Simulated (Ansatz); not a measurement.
# SrO: a vibration from a frozen displacement

Method: DFT r2SCAN, scalar-relativistic, plane waves, PAW (Ansatz). The runs took a 500 eV cutoff, a Γ-centred 8×8×8 mesh and Gaussian smearing (0.05 eV). No spin polarisation. Energies are free energies at this smearing, counted from the undisturbed cell; pressure is positive in compression.

The undisturbed cell (relaxed at this level):

```
Sr O
1.0
     0.00000    2.58015    2.58015
     2.58015    0.00000    2.58015
     2.58015    2.58015    0.00000
Sr O
1 1
Direct
  0.00000 0.00000 0.00000
  0.50000 0.50000 0.50000
```

Every Sr atom is moved by x along the Cartesian unit vector (0.577, 0.577, 0.577); the cell and all other atoms stay fixed. The cell's volume is 34.35 Å³; the moved atoms weigh 87.620 u together and the others 15.999 u. Some rows repeat others by symmetry and weren't run.

```
  x (Å)  ΔE (meV/cell) total force on the moved atoms along the move (eV/Å) pressure (GPa)
-0.5000         314.37                                                1.3351          6.5548
-0.4375         236.82                                                1.1466          5.0302
-0.3750         171.02                                                0.9597          3.6934
-0.3125         116.73                                                0.7787          2.5555
-0.2500          73.51                                                0.6060          1.6233
-0.1875          40.77                                                0.4432          0.8998
-0.1250          17.92                                                0.2894          0.3851
-0.0625           4.45                                                0.1427          0.0773
 0.0000           0.00                                                0.0000         -0.0251
 0.0625           4.45                                               -0.1427          0.0773
 0.1250          17.92                                               -0.2894          0.3851
 0.1875          40.77                                               -0.4432          0.8998
 0.2500          73.51                                               -0.6060          1.6233
 0.3125         116.73                                               -0.7787          2.5555
 0.3750         171.02                                               -0.9597          3.6934
 0.4375         236.82                                               -1.1466          5.0302
 0.5000         314.37                                               -1.3351          6.5548
```

**Question.** What frequency belongs to this motion?

**Answer.** The force constant is k = −dF/dx = 2.284 eV/Å², from the parabola through x = -0.0625, 0 and 0.0625. In every cell the moved atoms swing against the rest, so the mass is μ = m₁m₂/(m₁ + m₂) = 13.529 u, and ν̃ = 521.5 cm⁻¹ × √(|k|/μ) = 214 cm⁻¹. To first order in x, and within 1 %, the force on every atom lies along the move and, within each of the two groups, in proportion to the atom's mass, so this is itself a mode at the zone centre of this cell, taken without macroscopic field (the transverse frequency in a polar insulator).

**Question.** How far does the harmonic law reach?

**Answer.** At x = -0.500 Å, kx²/2 = 285.44 meV against the computed 314.37 meV (+10.1 %): the well stiffens in this direction at large amplitude.

**Question.** The pressure changes with x². What does that say about the frequency under compression?

**Answer.** With E = k(V)x²/2, k ∝ V^(−2γ) and x scaling with the cell as V^(1/3), P − P0 = −∂E/∂V = (2γ − 2/3) ΔE/V. At x = 0.1250 Å, V(P − P0) = 34.35 × 0.41017 / 160.2 eV = 87.95 meV and ΔE = 17.92 meV, so γ = 1/3 + V(P − P0)/(2ΔE) = 2.79. This is the Grüneisen parameter of the motion under uniform scaling of the cell: shrinking the cell evenly by 1 % in volume raises the frequency by about 2.79 %.